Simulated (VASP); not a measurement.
**MnO2 under changes of volume**

One of the cells (9.438 Å³/atom); the others are scaled copies at fixed shape and fractional positions:

```
Mn O
1.0
     4.42956    0.00000    0.00000
     0.00000    4.42956    0.00000
     0.00000    0.00000    2.88607
Mn O
2 4
Direct
  0.50000 0.50000 0.50000
  0.00000 0.00000 0.00000
  0.80492 0.19508 0.50000
  0.69508 0.69508 0.00000
  0.19508 0.80492 0.50000
  0.30492 0.30492 0.00000
```

The cell is a database's computed one.

| Property | Result |
| --- | --- |
| Program | VASP 6.6.1 |
| Functional | PBE |
| Potentials or basis | VASP PAW PBE potentials, release 64 (Mn_pv, O) |
| Cutoff | 520 eV |
| k mesh | 6 × 6 × 9 |
| Occupations | fermi-dirac, width 0.05 eV |
| Spin | collinear spin, ferromagnetic start |
| Starting moments | [4.0, 4.0, 0.0, 0.0, 0.0, 0.0] μB |

| volume (Å³/atom) | energy over the lowest point (meV/atom) | pressure (GPa) | moment (μB per cell) | largest force (eV/Å) |
| --- | --- | --- | --- | --- |
| 8.698 | 62.00 | 25.8 | 5.94 | 0.341 |
| 8.883 | 35.75 | 18.9 | 5.96 | 0.228 |
| 9.068 | ? | ? | ? | ? |
| 9.438 | 0.00 | 2.0 | 6.00 | 0.058 |
| 9.623 | 0.10 | -2.5 | 6.00 | 0.137 |
| 9.808 | 5.20 | -6.5 | 6.00 | 0.208 |

Q: What does the run at 9.068 Å³/atom give?

A: Energy over the lowest point 17.18 meV/atom; pressure 12.6 GPa; moment 5.98 μB per cell; largest force 0.124 eV/Å.

Worked out: A Birch-Murnaghan fit of order 3 (a polynomial in V^(-2/3)) to the other rows has its minimum at 9.53 Å³/atom with B0 = V·E''(V) = 236 GPa and B' = 4.4 at fixed shape and positions, which overstates the stiffness. It gives 17.17 meV/atom at 9.068 Å³/atom, against the run's 17.18, and -dE/dV = 13.0 GPa, against 12.6. A parabola through the other rows of the moment, of slope 0.0798 μB per Å³/atom there, gives 5.98 μB, against the run's 5.98.

Energies are extrapolated to zero smearing.

Caveats: only a ferromagnetic start was run, and an antiferromagnetic order may lie lower in energy.
